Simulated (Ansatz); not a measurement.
The calculation used DFT PBE, scalar-relativistic, plane waves, PAW in Ansatz 0.2.0. Settings: cutoff 420 eV, Γ-centred meshes spaced at most about 0.3 Å⁻¹, and about 0.25 Å⁻¹ or finer for metals (2π included), Gaussian smearing. No spin polarisation in the final relaxations.

Temperature and zero-point effects are left out. All come from trial cells, and lower structures may exist.

Question: Which of these relaxed structures of SnO is the lowest in energy?
A.

Space group P6_3/mmc (No. 194). a = 3.900 Å, b = 3.900 Å, c = 8.732 Å, α = 90.00°, β = 90.00°, γ = 120.00°
```csv
atom,site,symmetry,x,y,z
Sn,2d,-6m2,0.3333,0.6667,0.7500
O,2b,-6m2,0.0000,0.0000,0.2500
```

B.

Space group Pm-3m (No. 221). a = 3.132 Å, b = 3.132 Å, c = 3.132 Å, α = 90.00°, β = 90.00°, γ = 90.00°
| atom | site | symmetry | x | y | z |
| --- | --- | --- | --- | --- | --- |
| Sn | 1b | m-3m | 0.5000 | 0.5000 | 0.5000 |
| O | 1a | m-3m | 0.0000 | 0.0000 | 0.0000 |

Answer: A. It has space group P6_3/mmc (No. 194); the next, B, with the caesium chloride type, space group Pm-3m (No. 221), lies 141 meV/atom higher. Counting O atoms around Sn (those within 1.25 times the shortest such distance or 1.15 times the sum of covalent radii; the shortest distance is added where it is long for a bond), the lowest has Sn 3 and the next has Sn 8 from 2.7 Å.

Weakly bound directions are ill-defined at this level, which has no dispersion term (P6_3/mmc), and this can change margins and order among such cells. Cells relaxed within their symmetry can be saddle points. The part of the Crystallography Open Database at hand lists SnO in space groups No. 36, 129; no cell shown has one of them. Some structure types and database cells were kept out of the candidates from the start, so a known form may be missing.
